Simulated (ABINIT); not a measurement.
# MgSe (Fm-3m) in ABINIT: equation of state

Aim: energy against volume of MgSe in PBE, for its equilibrium volume and stiffness.

Program: ABINIT 10.8.3 (patched build). These are calculated values, not measurements. Logs are shortened: lines on timing, memory, paths and dates and some standing lists are left out, and cuts for length are marked. The log counts tension as positive stress, the text compression.

### 1 Starting point

The structure is cubic, space group Fm-3m (No. 225). Conventional cell: a = 5.451 Å, b = 5.451 Å, c = 5.451 Å, α = 90.00°, β = 90.00°, γ = 90.00°. Around Se (site symmetry m-3m) lie 6 Mg at 2.73 Å. Mg (site symmetry m-3m) is surrounded by 6 Se at 2.73 Å.

### 2 Equation of state, PBE

run.abi reads:

```
ndtset 7
getwfk -1
scalecart1 3*0.9795861087
scalecart2 3*0.9864848297
scalecart3 3*0.9932883884
scalecart4 3*1.0000000000
scalecart5 3*1.0066227096
scalecart6 3*1.0131594038
scalecart7 3*1.0196128224

pp_dirpath "./"
pseudos "Se.GGA_PBE-JTH.xml, Mg.GGA_PBE-JTH.xml"

acell 3*1.0
rprim
     0.0000000000     5.1504485527     5.1504485527
     5.1504485527     0.0000000000     5.1504485527
     5.1504485527     5.1504485527     0.0000000000
ntypat 2
znucl 34 12
natom 2
typat 1 2
xred
     0.5000000000     0.5000000000     0.5000000000
     0.0000000000     0.0000000000     0.0000000000

ecut 19.0
pawecutdg 38.0

kptopt 1
ngkpt 8 8 8
nshiftk 1
shiftk 0.0 0.0 0.0

ixc 11

nband 12
occopt 3
tsmear 0.00183747

nstep 100
tolvrs 1.0e-9

iomode 3
prtwf 1
prtden 0
prteig 0
prtebands 0
enunit 1
```

Potentials or basis: JTH PAW PBE v2.0.

On the command line:

```sh
abinit run.abi > log 2>&1
```

run.abo:

```text
.Version 10.8.3 of ABINIT
 DATASET    1 : space group Fm -3 m (#225); Bravais cF (face-center cubic)
================================================================================
 Values of the parameters that define the memory need for DATASET  1.
     intxc =       0    ionmov =       0      iscf =      17    lmnmax =       8
     lnmax =       4     mgfft =      30  mpssoang =       2    mqgrid =    3001
     natom =       2  nloc_mem =       2    nspden =       1   nspinor =       1
    nsppol =       1      nsym =      48    n1xccc =       1    ntypat =       2
    occopt =       3   xclevel =       2
       mpw =        1036          nfft =       27000          nkpt =          29
 PAW method is used; the additional fine FFT grid is defined by:
   mgfftf=        40    nfftf =     64000
================================================================================
================================================================================
[... 71 lines left out ...]
 DATASET    7 : space group Fm -3 m (#225); Bravais cF (face-center cubic)
================================================================================
 Values of the parameters that define the memory need for DATASET  7.
     intxc =       0    ionmov =       0      iscf =      17    lmnmax =       8
     lnmax =       4     mgfft =      30  mpssoang =       2    mqgrid =    3001
     natom =       2  nloc_mem =       2    nspden =       1   nspinor =       1
    nsppol =       1      nsym =      48    n1xccc =       1    ntypat =       2
    occopt =       3   xclevel =       2
       mpw =        1159          nfft =       27000          nkpt =          29
 PAW method is used; the additional fine FFT grid is defined by:
   mgfftf=        45    nfftf =     91125
================================================================================
================================================================================

--------------------------------------------------------------------------------
------------- Echo of variables that govern the present computation ------------
--------------------------------------------------------------------------------
 -outvars: echo values of preprocessed input variables --------
            acell      1.0000000000E+00  1.0000000000E+00  1.0000000000E+00 Bohr
              amu      7.89600000E+01  2.43050000E+01
             ecut      1.90000000E+01 Hartree
           enunit           1
           getwfk          -1
              ixc          11
           jdtset        1    2    3    4    5    6    7
         kptrlatt        8    0    0      0    8    0      0    0    8
          kptrlen1     5.70811424E+01
          kptrlen2     5.74831355E+01
          kptrlen3     5.78795834E+01
          kptrlen4     5.82706736E+01
          kptrlen5     5.86565833E+01
          kptrlen6     5.90374809E+01
          kptrlen7     5.94135259E+01
            natom           2
            nband          12
           ndtset           7
            ngfft          30      30      30
          ngfftdg1         40      40      40
          ngfftdg2         40      40      40
          ngfftdg3         45      45      45
          ngfftdg4         45      45      45
          ngfftdg5         45      45      45
          ngfftdg6         45      45      45
          ngfftdg7         45      45      45
             nkpt          29
            nstep         100
             nsym          48
           ntypat           2
           occopt           3
        pawecutdg      3.80000000E+01 Hartree
         pawxcdev           0
           prtden           0
        prtebands           0
           prteig           0
            rprim1     0.0000000000E+00  5.0453078558E+00  5.0453078558E+00
                       5.0453078558E+00  0.0000000000E+00  5.0453078558E+00
                       5.0453078558E+00  5.0453078558E+00  0.0000000000E+00
            rprim2     0.0000000000E+00  5.0808393634E+00  5.0808393634E+00
                       5.0808393634E+00  0.0000000000E+00  5.0808393634E+00
                       5.0808393634E+00  5.0808393634E+00  0.0000000000E+00
            rprim3     0.0000000000E+00  5.1158807424E+00  5.1158807424E+00
                       5.1158807424E+00  0.0000000000E+00  5.1158807424E+00
                       5.1158807424E+00  5.1158807424E+00  0.0000000000E+00
            rprim4     0.0000000000E+00  5.1504485527E+00  5.1504485527E+00
                       5.1504485527E+00  0.0000000000E+00  5.1504485527E+00
                       5.1504485527E+00  5.1504485527E+00  0.0000000000E+00
            rprim5     0.0000000000E+00  5.1845584778E+00  5.1845584778E+00
                       5.1845584778E+00  0.0000000000E+00  5.1845584778E+00
                       5.1845584778E+00  5.1845584778E+00  0.0000000000E+00
            rprim6     0.0000000000E+00  5.2182253850E+00  5.2182253850E+00
                       5.2182253850E+00  0.0000000000E+00  5.2182253850E+00
                       5.2182253850E+00  5.2182253850E+00  0.0000000000E+00
            rprim7     0.0000000000E+00  5.2514633854E+00  5.2514633854E+00
                       5.2514633854E+00  0.0000000000E+00  5.2514633854E+00
                       5.2514633854E+00  5.2514633854E+00  0.0000000000E+00
          spgroup         225
           tolvrs      1.00000000E-09
           tsmear      1.83747000E-03 Hartree
            typat      1  2
           useylm           1
           xangst1     2.6698619375E+00  2.6698619375E+00  2.6698619375E+00
                       0.0000000000E+00  0.0000000000E+00  0.0000000000E+00
           xangst2     2.6886644015E+00  2.6886644015E+00  2.6886644015E+00
                       0.0000000000E+00  0.0000000000E+00  0.0000000000E+00
           xangst3     2.7072075008E+00  2.7072075008E+00  2.7072075008E+00
                       0.0000000000E+00  0.0000000000E+00  0.0000000000E+00
           xangst4     2.7254999982E+00  2.7254999982E+00  2.7254999982E+00
                       0.0000000000E+00  0.0000000000E+00  0.0000000000E+00
           xangst5     2.7435501932E+00  2.7435501932E+00  2.7435501932E+00
                       0.0000000000E+00  0.0000000000E+00  0.0000000000E+00
           xangst6     2.7613659532E+00  2.7613659532E+00  2.7613659532E+00
                       0.0000000000E+00  0.0000000000E+00  0.0000000000E+00
           xangst7     2.7789547456E+00  2.7789547456E+00  2.7789547456E+00
                       0.0000000000E+00  0.0000000000E+00  0.0000000000E+00
            xcart1     5.0453078558E+00  5.0453078558E+00  5.0453078558E+00
                       0.0000000000E+00  0.0000000000E+00  0.0000000000E+00
            xcart2     5.0808393634E+00  5.0808393634E+00  5.0808393634E+00
                       0.0000000000E+00  0.0000000000E+00  0.0000000000E+00
            xcart3     5.1158807424E+00  5.1158807424E+00  5.1158807424E+00
                       0.0000000000E+00  0.0000000000E+00  0.0000000000E+00
            xcart4     5.1504485527E+00  5.1504485527E+00  5.1504485527E+00
                       0.0000000000E+00  0.0000000000E+00  0.0000000000E+00
            xcart5     5.1845584778E+00  5.1845584778E+00  5.1845584778E+00
                       0.0000000000E+00  0.0000000000E+00  0.0000000000E+00
            xcart6     5.2182253850E+00  5.2182253850E+00  5.2182253850E+00
                       0.0000000000E+00  0.0000000000E+00  0.0000000000E+00
            xcart7     5.2514633854E+00  5.2514633854E+00  5.2514633854E+00
                       0.0000000000E+00  0.0000000000E+00  0.0000000000E+00
             xred      5.0000000000E-01  5.0000000000E-01  5.0000000000E-01
                       0.0000000000E+00  0.0000000000E+00  0.0000000000E+00
            znucl       34.00000   12.00000

================================================================================

 chkinp: Checking input parameters for consistency, jdtset=   1.

 chkinp: Checking input parameters for consistency, jdtset=   2.
[... 40 lines left out ...]
 getcut: wavevector=  0.0000  0.0000  0.0000  ngfft=  40  40  40
         ecut(hartree)=     38.000   => boxcut(ratio)=   2.02023

--- Pseudopotential description ------------------------------------------------
- pspini: atom type   1  psp file is ./Se.GGA_PBE-JTH.xml
 Pseudopotential format is: paw10
 basis_size (lnmax)=  4 (lmn_size=  8), orbitals=   0   0   1   1
 Spheres core radius: rc_sph= 2.21132333
 Shapefunction is BESSEL type: shapef(r,l)=aa(1,l)*jl(q(1,l)*r)+aa(2,l)*jl(q(2,l)*r)
 Radius for shape functions =  2.00656599
 Compensation charge density is not taken into account in XC energy/potential

- pspini: atom type   2  psp file is ./Mg.GGA_PBE-JTH.xml
 Pseudopotential format is: paw10
 basis_size (lnmax)=  4 (lmn_size=  8), orbitals=   0   0   1   1
 Spheres core radius: rc_sph= 1.90157919
 Shapefunction is SIN type: shapef(r)=[sin(pi*r/rshp)/(pi*r/rshp)]**2
 Radius for shape functions =  1.70710089
 Compensation charge density is not taken into account in XC energy/potential

   6.84713054E+02                                ecore*ucvol(ha*bohr**3)
--------------------------------------------------------------------------------

[... 1220 lines left out ...]
-Cartesian components of stress tensor (GPa)         [Pressure= -1.6961E+00 GPa]
- sigma(1 1)=  1.69613631E+00  sigma(3 2)=  0.00000000E+00
- sigma(2 2)=  1.69613631E+00  sigma(3 1)=  0.00000000E+00
- sigma(3 3)=  1.69613631E+00  sigma(2 1)=  0.00000000E+00

== END DATASET(S) ==============================================================
================================================================================

 -outvars: echo values of variables after computation  --------
            acell      1.0000000000E+00  1.0000000000E+00  1.0000000000E+00 Bohr
           etotal1    -7.3241310804E+01
           etotal2    -7.3242440708E+01
           etotal3    -7.3243272305E+01
           etotal4    -7.3243797344E+01
           etotal5    -7.3244059855E+01
           etotal6    -7.3244091817E+01
           etotal7    -7.3243912684E+01
            fcart1    -0.0000000000E+00 -0.0000000000E+00 -0.0000000000E+00
                      -0.0000000000E+00 -0.0000000000E+00 -0.0000000000E+00
            fcart2    -0.0000000000E+00 -0.0000000000E+00 -0.0000000000E+00
                      -0.0000000000E+00 -0.0000000000E+00 -0.0000000000E+00
            fcart3    -0.0000000000E+00 -0.0000000000E+00 -0.0000000000E+00
                      -0.0000000000E+00 -0.0000000000E+00 -0.0000000000E+00
            fcart4    -0.0000000000E+00 -0.0000000000E+00 -0.0000000000E+00
                      -0.0000000000E+00 -0.0000000000E+00 -0.0000000000E+00
            fcart5    -0.0000000000E+00 -0.0000000000E+00 -0.0000000000E+00
                      -0.0000000000E+00 -0.0000000000E+00 -0.0000000000E+00
[... 38 lines left out ...]
                       0.0000000000E+00  0.0000000000E+00  0.0000000000E+00
           xangst1     2.6698619375E+00  2.6698619375E+00  2.6698619375E+00
                       0.0000000000E+00  0.0000000000E+00  0.0000000000E+00
           xangst2     2.6886644015E+00  2.6886644015E+00  2.6886644015E+00
                       0.0000000000E+00  0.0000000000E+00  0.0000000000E+00
           xangst3     2.7072075008E+00  2.7072075008E+00  2.7072075008E+00
                       0.0000000000E+00  0.0000000000E+00  0.0000000000E+00
           xangst4     2.7254999982E+00  2.7254999982E+00  2.7254999982E+00
                       0.0000000000E+00  0.0000000000E+00  0.0000000000E+00
           xangst5     2.7435501932E+00  2.7435501932E+00  2.7435501932E+00
                       0.0000000000E+00  0.0000000000E+00  0.0000000000E+00
           xangst6     2.7613659532E+00  2.7613659532E+00  2.7613659532E+00
                       0.0000000000E+00  0.0000000000E+00  0.0000000000E+00
           xangst7     2.7789547456E+00  2.7789547456E+00  2.7789547456E+00
                       0.0000000000E+00  0.0000000000E+00  0.0000000000E+00
             xred      5.0000000000E-01  5.0000000000E-01  5.0000000000E-01
                       0.0000000000E+00  0.0000000000E+00  0.0000000000E+00
 Calculation completed.
```

Wall time 77 s (1 thread of Arm Neoverse V1, shared host); peak memory 0.13 GiB.

What came out:

```
Equilibrium volume                      : 20.91 Å³/atom
Bulk modulus                            : 61 GPa
Pressure derivative of the bulk modulus : 4.3 (rough: it moves with the points fitted)
```

Energy against volume, from the lowest point:
```
volume (Å³/atom)  energy (meV/atom)
          19.031              37.84
          19.436              22.46
          19.841              11.15
          20.246               4.01
          20.651               0.43
          21.056               0.00
          21.461               2.44
```

Caveat: pressures at fixed basis lie under the slope of the energies. Zero-point motion and thermal expansion aren't in these numbers.
